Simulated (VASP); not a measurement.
# BN (P6_3mc) in VASP: a series of runs

The runs below take BN through single point, relaxation of cell and atoms, with PBE.

All numbers are computed with VASP 6.6.1; they aren't measurements. Logs are shortened: lines on timing, memory, paths and dates and some standing lists are left out, and cuts for length are marked.

## 1. Starting point

It takes space group P6_3mc (No. 186, hexagonal). Conventional cell: a = 2.555 Å, b = 2.555 Å, c = 4.225 Å, α = 90.00°, β = 90.00°, γ = 120.00°. B (site symmetry 3m) has 4 N at 1.57 to 1.58 Å as nearest neighbours. Around N (site symmetry 3m) lie 4 B at 1.57 to 1.58 Å.

Measurements of this composition are mostly on another form, of space group No. 194.

## 2. Single point, PBE

File INCAR:

```
ALGO = Normal
EDIFF = 1E-7
ENCUT = 520
GGA = PE
ISIF = 2
ISMEAR = 0
LASPH = True
LCHARG = False
LREAL = False
LWAVE = False
NBANDS = 16
NELM = 100
PREC = Accurate
SIGMA = 0.02
```

File KPOINTS:

```
k-points
0
Gamma
  12 12 6
```

File POSCAR:

```
BN
1.0
    2.5545800961      0.0000000000      0.0000000000
   -1.2772900481      2.2123312592      0.0000000000
    0.0000000000      0.0000000000      4.2245145362
B N
2 2
Direct
    0.6666666667      0.3333333333      0.9998058547
    0.3333333333      0.6666666667      0.4998058547
    0.6666666667      0.3333333333      0.6251941453
    0.3333333333      0.6666666667      0.1251941453
```

Potentials or basis: VASP PAW PBE potentials, release 64 (B, N).

Launch:

```sh
$ cat potpaw_PBE.64/B/POTCAR potpaw_PBE.64/N/POTCAR > POTCAR
$ mpirun -np 1 vasp_std > vasp.out
```

OUTCAR:

```text
EDIFF = 1E-7
   ENCUT = 520
   GGA = PE
   ISIF = 2
   ISMEAR = 0
   LASPH = True
   LREAL = False
   NELM = 100
   PREC = Accurate

 ion  position               nearest neighbor table
   1  0.667  0.333  1.000-   4 1.57   4 1.57   4 1.57   3 1.58
   2  0.333  0.667  0.500-   3 1.57   3 1.57   3 1.57   4 1.58
   3  0.667  0.333  0.625-   2 1.57   2 1.57   2 1.57   1 1.58
   4  0.333  0.667  0.125-   1 1.57   1 1.57   1 1.57   2 1.58

  LATTYP: Found a hexagonal cell.
 ALAT       =     2.5545800961
 C/A-ratio  =     1.6537021261

  Lattice vectors:

 A1 = (   2.5545800961,   0.0000000000,   0.0000000000)
 A2 = (  -1.2772900481,   2.2123312592,   0.0000000000)
 A3 = (   0.0000000000,   0.0000000000,   4.2245145362)

Analysis of symmetry for initial positions (statically):
=====================================================================
 Subroutine PRICEL returns:
 Original cell was already a primitive cell.

 Routine SETGRP: Setting up the symmetry group for a
 hexagonal supercell.

 Subroutine GETGRP returns: Found 12 space group operations
 (whereof  6 operations were pure point group operations)
 out of a pool of 24 trial point group operations.

The static configuration has the point symmetry C_3v.
 The point group associated with its full space group is C_6v.

Analysis of symmetry for dynamics (positions and initial velocities):
=====================================================================
 Subroutine PRICEL returns:
 Original cell was already a primitive cell.

 Routine SETGRP: Setting up the symmetry group for a
 hexagonal supercell.

 Subroutine GETGRP returns: Found 12 space group operations
 (whereof  6 operations were pure point group operations)
 out of a pool of 24 trial point group operations.

The dynamic configuration has the point symmetry C_3v.
 The point group associated with its full space group is C_6v.

 Subroutine INISYM returns: Found 12 space group operations
 (whereof  6 operations are pure point group operations),
 and found     1 'primitive' translations

----------------------------------------------------------------------------------------

                                     Primitive cell

  volume of cell :      23.8752

  direct lattice vectors                    reciprocal lattice vectors
     2.554580096  0.000000000  0.000000000     0.391453766  0.226005937  0.000000000
    -1.277290048  2.212331259  0.000000000     0.000000000  0.452011875  0.000000000
     0.000000000  0.000000000  4.224514536     0.000000000  0.000000000  0.236713590

  length of vectors
     2.554580096  2.554580096  4.224514536     0.452011875  0.452011875  0.236713590

  position of ions in fractional coordinates (direct lattice)
     0.666666667  0.333333333  0.999805855
     0.333333333  0.666666667  0.499805855
     0.666666667  0.333333333  0.625194145
     0.333333333  0.666666667  0.125194145

  ion indices of the primitive-cell ions
   primitive index   ion index
                 1           1
                 2           2
                 3           3
                 4           4

----------------------------------------------------------------------------------------

 KPOINTS: k-points

Automatic generation of k-mesh.
 Grid dimensions read from file:
 generate k-points for:   12   12    6

 Generating k-lattice:

  Cartesian coordinates                     Fractional coordinates (reciprocal lattice)
     0.032621147  0.018833828  0.000000000     0.083333333  0.000000000  0.000000000
     0.000000000  0.037667656  0.000000000     0.000000000  0.083333333  0.000000000
     0.000000000  0.000000000  0.039452265     0.000000000  0.000000000  0.166666667

  Length of vectors
     0.037667656  0.037667656  0.039452265

  Shift w.r.t. Gamma in fractional coordinates (k-lattice)
     0.000000000  0.000000000  0.000000000

 Subroutine IBZKPT returns following result:
 ===========================================

 Found     76 irreducible k-points:

 Following reciprocal coordinates:
            Coordinates               Weight
  0.000000  0.000000  0.000000      1.000000
  0.083333  0.000000  0.000000      6.000000
  0.166667 -0.000000  0.000000      6.000000
  0.250000  0.000000  0.000000      6.000000
  0.333333  0.000000  0.000000      6.000000
  0.416667  0.000000  0.000000      6.000000
[... 16 lines left out ...]
  0.250000  0.000000  0.166667     12.000000
  0.333333  0.000000  0.166667     12.000000
 [... further k-points ...]
   k-points           NKPTS =     76   k-points in BZ     NKDIM =     76   number of bands    NBANDS=     16
   number of dos      NEDOS =    301   number of ions     NIONS =      4
   total plane-waves  NPLWV =  12800
   dimension x,y,z NGX =    20 NGY =   20 NGZ =   32
   dimension x,y,z NGXF=    40 NGYF=   40 NGZF=   64
   ions per type =               2   2
   NGX,Y,Z   is equivalent  to a cutoff of  13.02, 13.02, 12.59 a.u.
   NGXF,Y,Z  is equivalent  to a cutoff of  26.03, 26.03, 25.19 a.u.
[... 38 lines left out ...]
   IVDW    =     0    specifies the selected vdW correction
   LEPSILON=     F    determine dielectric tensor
   LRPA    =     F    only Hartree local field effects (RPA)
 non-spin polarized calculation
 Gauss-broadening in eV      SIGMA  =   0.02
  energy-cutoff  :      520.00
  volume of cell :       23.88
 maximum number of plane-waves:       660
 NGX is ok and might be reduce to    20
   NGX =  9   NGY =  9   NGZ = 15

 number of electron      16.0000000 magnetization

 Free energy of the ion-electron system (eV)
  ---------------------------------------------------
  ext. energy  EPLUGINS =         0.00000000
  ---------------------------------------------------
  free energy    TOTEN  =       -34.83273322 eV

  energy without entropy =      -34.83273322  energy(sigma->0) =      -34.83273322

 E-fermi :   7.5249     XC(G=0): -12.7612

 val. band max:        7.4285509578   @ k =   0.0000   0.0000   0.0000
 cond. band min:      12.6390055092   @ k =   0.3333   0.3333   0.0000
 fundamental gap:      5.2104545513
 Fermi energy:         7.5249016936

 k-point     1 :       0.0000    0.0000    0.0000
  band No.  band energies     occupation
      1     -12.8569      2.00000
      2      -8.7495      2.00000
      3      -3.3904      2.00000
      4       5.3255      2.00000
      5       5.3255      2.00000
      6       7.1663      2.00000
[... 8 lines left out ...]
     15      19.2527      0.00000
     16      23.5175      0.00000

 k-point     2 :       0.0833    0.0000    0.0000
  band No.  band energies     occupation
      1     -12.7070      2.00000
      2      -8.6349      2.00000
      3      -3.2416      2.00000
      4       4.6375      2.00000
      5       5.0461      2.00000
      6       6.8555      2.00000
[... 8 lines left out ...]
     15      19.6881      0.00000
     16      23.2947      0.00000

 k-point     3 :       0.1667   -0.0000    0.0000
  band No.  band energies     occupation
      1     -12.2621      2.00000
      2      -8.3068      2.00000
      3      -2.8012      2.00000
      4       2.9851      2.00000
      5       4.3899      2.00000
      6       5.4489      2.00000
[... 8 lines left out ...]
     15      20.8210      0.00000
     16      22.6541      0.00000

 k-point     4 :       0.2500    0.0000    0.0000
  band No.  band energies     occupation
      1     -11.5397      2.00000
      2      -7.8278      2.00000
      3      -2.0901      2.00000
      4       1.0301      2.00000
      5       3.6547      2.00000
      6       3.6927      2.00000
[... 8 lines left out ...]
     15      22.2862      0.00000
     16      22.7218      0.00000
[... 324 lines left out ...]
 k-point    22 :       0.1667   -0.0000    0.1667
  band No.  band energies     occupation
      1     -12.1004      2.00000
      2      -8.8261      2.00000
      3      -2.0198      2.00000
      4       3.1290      2.00000
      5       4.5201      2.00000
      6       5.0111      2.00000
[... 8 lines left out ...]
     15      20.5099      0.00000
     16      22.6192      0.00000

 k-point    23 :       0.2500    0.0000    0.1667
  band No.  band energies     occupation
      1     -11.3830      2.00000
      2      -8.2888      2.00000
      3      -1.4549      2.00000
      4       1.2484      2.00000
      5       3.2619      2.00000
      6       3.7922      2.00000
[... 8 lines left out ...]
     15      21.9548      0.00000
     16      22.7916      0.00000

 k-point    24 :       0.3333    0.0000    0.1667
  band No.  band energies     occupation
      1     -10.4351      2.00000
      2      -7.7134      2.00000
      3      -1.3128      2.00000
      4       0.1263      2.00000
      5       1.4972      2.00000
      6       3.1778      2.00000
[... 8 lines left out ...]
     15      23.3241      0.00000
     16      23.5744      0.00000

 [... further k-points ...]

------------------------ aborting loop because EDIFF is reached ----------------------------------------

  FORCE on cell =-STRESS in cart. coord.  units (eV):
  Direction    XX          YY          ZZ          XY          YZ          ZX
  --------------------------------------------------------------------------------------
  -------------------------------------------------------------------------------------
  Total        0.0340993      0.0340993      0.0312922     -0.0000000      0.0000000      0.0000000
  in kB        2.2882791      2.2882791      2.0999050     -0.0000000      0.0000000      0.0000000
  external PRESSURE =       2.2254877 kB  Pullay stress =       0.0000000 kB

 VOLUME and BASIS-vectors are now :
 -----------------------------------------------------------------------------
  energy-cutoff  :      520.00
  volume of cell :       23.88
      direct lattice vectors                 reciprocal lattice vectors
     2.554580096  0.000000000  0.000000000     0.391453766  0.226005937  0.000000000
    -1.277290048  2.212331259  0.000000000     0.000000000  0.452011875  0.000000000
     0.000000000  0.000000000  4.224514536     0.000000000  0.000000000  0.236713590

 POSITION                                       TOTAL-FORCE (eV/Angst)
 -----------------------------------------------------------------------------------
      1.27729      0.73744      4.22369         0.000000     -0.000000     -0.001030
     -0.00000      1.47489      2.11144         0.000000      0.000000     -0.001030
      1.27729      0.73744      2.64114         0.000000     -0.000000      0.001030
     -0.00000      1.47489      0.52888        -0.000000      0.000000      0.001030
 -----------------------------------------------------------------------------------
    total drift:                                0.000000      0.000000      0.000154

  FREE ENERGIE OF THE ION-ELECTRON SYSTEM (eV)
  ---------------------------------------------------
  free  energy   TOTEN  =       -34.8327332156 eV

  energy  without entropy=      -34.8327332156  energy(sigma->0) =      -34.83273322
```

Wall time 9.8 s (1 thread of Intel Xeon 6975P-C (Granite Rapids), shared host); peak memory 0.14 GiB.

What came out:

* Free energy: -34.8327 eV
* Pressure: 0.2 GPa
* Band gap on the k mesh: 5.21 eV, indirect (least direct gap 8.24 eV)

## 3. Relaxation of cell and atoms, PBE

File INCAR:

```
SYSTEM = BN
PREC = Accurate ; ENCUT = 600
EDIFF = 1E-7 ; ISMEAR = 0
SIGMA = 0.02 ; LREAL = .FALSE.
LASPH = .TRUE. ; NELM = 100
ALGO = Normal ; ISIF = 3
LWAVE = .FALSE. ; LCHARG = .FALSE.
GGA = PE ; IBRION = 2
NSW = 100 ; EDIFFG = -0.005
```

File KPOINTS:

```
Automatic mesh
0
G
  12 12 6
  0 0 0
```

File POSCAR:

```
BN
1.0
    2.5539396017      0.0000000000      0.0000000000
   -1.2769698009      2.2117765748      0.0000000000
    0.0000000000      0.0000000000      4.2268550000
B N
2 2
Direct
    0.6666666700      0.3333333300      0.9997240000
    0.3333333300      0.6666666700      0.4997240000
    0.6666666700      0.3333333300      0.6252760000
    0.3333333300      0.6666666700      0.1252760000
```

Potentials or basis: VASP PAW PBE potentials, release 64 (B, N).

Launch:

```sh
$ cat potpaw_PBE.64/B/POTCAR potpaw_PBE.64/N/POTCAR > POTCAR
$ mpirun -np 1 vasp_std > vasp.out
```

It took 17 s on 1 thread of Intel Xeon 6975P-C (Granite Rapids), shared host; peak memory 0.15 GiB.

The run converged. Its results:

| Quantity | Value |
| --- | --- |
| Free energy | -34.8399 eV |
| Relaxed volume | 5.97 Å³/atom |
| Relaxed cell | a = 2.554 Å, b = 2.554 Å, c = 4.224 Å, α = 90.00°, β = 90.00°, γ = 120.00° |
| Space group after relaxing (to 0.05 Å) | P6_3mc (No. 186) |
| Energy gained by relaxing | 0.0 meV/atom |
| Ionic steps | 3 |
| Pressure after relaxing | 0.0 GPa |
| Band gap on the k mesh | 5.21 eV, indirect (least direct gap 8.24 eV) |

Forces on the atoms (eV/Å):
```
B    0.000  0.000 -0.003
B    0.000  0.000 -0.003
N    0.000  0.000  0.003
N    0.000  0.000  0.003
```

Final structure:
```xyz
4
Lattice="2.5544 0.0000 0.0000 -1.2772 2.2121 0.0000 0.0000 0.0000 4.2244" Properties=species:S:1:pos:R:3 pbc="T T T"
B     1.2772    0.7374    4.2236
B     0.0000    1.4748    2.1114
N     1.2772    0.7374    2.6410
N     0.0000    1.4748    0.5288
```

Levels at points of the mesh, in eV from the valence-band top:
| k point | band 6 | band 7 | band 8 | band 9 | band 10 | band 11 |
| --- | --- | --- | --- | --- | --- | --- |
| (0.00, 0.00, 0.00) | -0.26 | 0.00 | 0.00 | 8.33 | 8.33 | 8.55 |
| (0.50, 0.00, 0.00) | -4.93 | -4.36 | -2.09 | 6.68 | 7.94 | 10.56 |
| (0.00, 0.00, 0.50) | -1.16 | -1.16 | -1.16 | 9.40 | 9.40 | 9.88 |
| (0.50, 0.00, 0.50) | -3.73 | -3.53 | -3.53 | 6.56 | 6.56 | 9.97 |

## 4. Single point, PBE

File INCAR:

```
PREC = Accurate
ENCUT = 520
EDIFF = 1E-6
ISMEAR = 0
SIGMA = 0.1
LREAL = F
LASPH = T
NELM = 100
ALGO = Normal
ISIF = 2
LWAVE = F
LCHARG = F
GGA = PE
NBANDS = 16
```

File KPOINTS:

```
regular mesh
0
Gamma
  12 12 4
```

POSCAR is that of step 3.

Launch:

```sh
$ cat potpaw_PBE.64/B/POTCAR potpaw_PBE.64/N/POTCAR > POTCAR
$ mpirun -np 1 vasp_std > vasp.out
```

Wall time 8.2 s (1 thread of Intel Xeon 6975P-C (Granite Rapids), shared host); peak memory 0.14 GiB.

Results (log left out):

```yaml
Free_energy: -34.8327 eV
Pressure: 0.2 GPa
Largest_force: 0.015 eV/Å
Band_gap_on_the_k_mesh: 5.20 eV, indirect (least direct gap 8.23 eV)
```

Forces in eV/Å, atoms in the order of the input:
```
B    0.000  0.000  0.015
B    0.000  0.000  0.015
N    0.000  0.000 -0.015
N    0.000  0.000 -0.015
```

Stress tensor (GPa, compression positive):
```
 0.46  0.00  0.00
 0.00  0.46  0.00
 0.00  0.00 -0.33
```

Levels at points of the mesh, in eV from the valence-band top:
| k point | band 4 | band 5 | band 6 | band 7 | band 8 | band 9 | band 10 | band 11 | band 12 | band 13 |
| --- | --- | --- | --- | --- | --- | --- | --- | --- | --- | --- |
| (0.00, 0.00, 0.00) | -2.10 | -2.10 | -0.28 | 0.00 | 0.00 | 8.33 | 8.33 | 8.53 | 9.42 | 10.63 |
| (0.50, 0.00, 0.00) | -7.75 | -6.86 | -4.93 | -4.37 | -2.09 | 6.68 | 7.93 | 10.55 | 11.39 | 12.79 |
| (0.00, 0.00, 0.50) | -5.68 | -1.16 | -1.16 | -1.16 | -1.16 | 9.41 | 9.41 | 9.88 | 9.88 | 9.88 |
| (0.50, 0.00, 0.50) | -9.94 | -3.73 | -3.73 | -3.54 | -3.54 | 6.55 | 6.55 | 9.97 | 9.97 | 14.17 |

## 5. Single point, PBE (all atoms moved at random, cell strained at random)

File INCAR:

```
ALGO = Normal ; EDIFF = 1E-7
ENCUT = 520 ; GGA = PE
ISIF = 2 ; ISMEAR = 0
LASPH = True ; LCHARG = True
LELF = True ; LREAL = False
LVHAR = True ; LWAVE = False
NBANDS = 16 ; NELM = 60
PREC = Accurate ; SIGMA = 0.02
```

File KPOINTS:

```
k-points
0
Gamma
  12 12 6
```

File POSCAR:

```
BN
1.0
    2.4635556792     -0.0112628736      0.0062826914
   -1.2415317743      2.1633079566     -0.0114133901
    0.0103980633     -0.0158084377      4.0428600018
B N
2 2
Direct
    0.6569869025      0.3911330198      0.9850203965
    0.3052424530      0.6099837295      0.5265903108
    0.7040694651      0.3795947839      0.6292316597
    0.3337011795      0.6192884668      0.1091599989
```

Launch:

```sh
$ cat potpaw_PBE.64/B/POTCAR potpaw_PBE.64/N/POTCAR > POTCAR
$ mpirun -np 1 vasp_std > vasp.out
```

It took 59 s on 1 thread of Intel Xeon 6975P-C (Granite Rapids), shared host; peak memory 0.23 GiB.

It converged, with:

```yaml
Free_energy: -32.1832 eV
Pressure: 83.0 GPa
Largest_force: 10.843 eV/Å
Band_gap_on_the_k_mesh: 3.59 eV, indirect (least direct gap 5.93 eV)
```

Forces on the atoms (eV/Å):
```
B    8.261 -4.872  0.541
B    2.584  4.614 -6.147
N   -2.866 -4.550  0.058
N   -7.979  4.809  5.548
```

Stress tensor (GPa, compression positive):
```
117.27  -9.29 -24.32
 -9.29  52.26   3.49
-24.32   3.49  79.56
```

Levels at points of the mesh, in eV from the valence-band top:
| k point | band 4 | band 5 | band 6 | band 7 | band 8 | band 9 | band 10 | band 11 | band 12 | band 13 |
| --- | --- | --- | --- | --- | --- | --- | --- | --- | --- | --- |
| (0.00, 0.00, 0.00) | -6.13 | -3.74 | -1.91 | -0.72 | 0.00 | 6.09 | 7.57 | 7.63 | 8.90 | 9.88 |
| (0.50, 0.00, 0.00) | -9.71 | -8.35 | -6.93 | -5.84 | -2.90 | 3.59 | 6.85 | 9.90 | 11.29 | 12.92 |
| (0.00, 0.50, 0.00) | -9.48 | -8.38 | -8.01 | -5.09 | -3.50 | 4.83 | 5.63 | 9.14 | 11.23 | 12.65 |
| (0.50, 0.50, 0.00) | -10.19 | -8.45 | -6.87 | -6.08 | -2.68 | 4.52 | 8.18 | 10.40 | 11.09 | 12.65 |
| (0.00, 0.00, 0.50) | -6.44 | -5.47 | -3.79 | -1.87 | 0.00 | 5.93 | 7.04 | 7.68 | 9.47 | 12.05 |
| (0.50, 0.00, 0.50) | -11.57 | -6.27 | -5.51 | -4.56 | -3.27 | 4.07 | 4.70 | 7.26 | 9.84 | 14.78 |
| (0.00, 0.50, 0.50) | -10.71 | -7.65 | -6.54 | -4.91 | -3.86 | 5.02 | 5.91 | 8.49 | 9.61 | 14.44 |
| (0.50, 0.50, 0.50) | -11.89 | -6.28 | -5.24 | -4.22 | -3.59 | 4.07 | 5.64 | 8.57 | 9.58 | 14.12 |

Caveat: the cell as given lies far from equilibrium; so large a pressure means that the cell lies far from this level's equilibrium, or that cutoff or potentials fall short; forces of over 1 eV/Å show positions far from the minimum, so gaps and moduli don't describe the material at rest. A k mesh can miss the band edges.

## 6. Summary

```csv
task,cell,k mesh,cutoff (eV),smearing,gap on the mesh (eV),pressure (GPa),largest force (eV/Å)
single point,as given,12 × 12 × 6,520,gaussian 0.02 eV,5.21,0.2,-
relaxation of cell and atoms,relaxed,12 × 12 × 6,600,gaussian 0.02 eV,5.21,0.0,-
single point,as given,12 × 12 × 4,520,gaussian 0.1 eV,5.20,0.2,0.01
single point,"all atoms moved at random, cell strained at random",12 × 12 × 6,520,gaussian 0.02 eV,3.59,83.0,10.84
```

Alike in all rows: level PBE; potentials or basis VASP PAW PBE potentials, release 64 (B, N); no spin polarisation.

Caveats: the cell as given lies far from equilibrium (some runs); so large a pressure means that the cell lies far from this level's equilibrium, or that cutoff or potentials fall short (some runs); forces of over 1 eV/Å show positions far from the minimum, so gaps and moduli don't describe the material at rest (some runs).

Absolute energies hang on the potentials; compare differences alone.
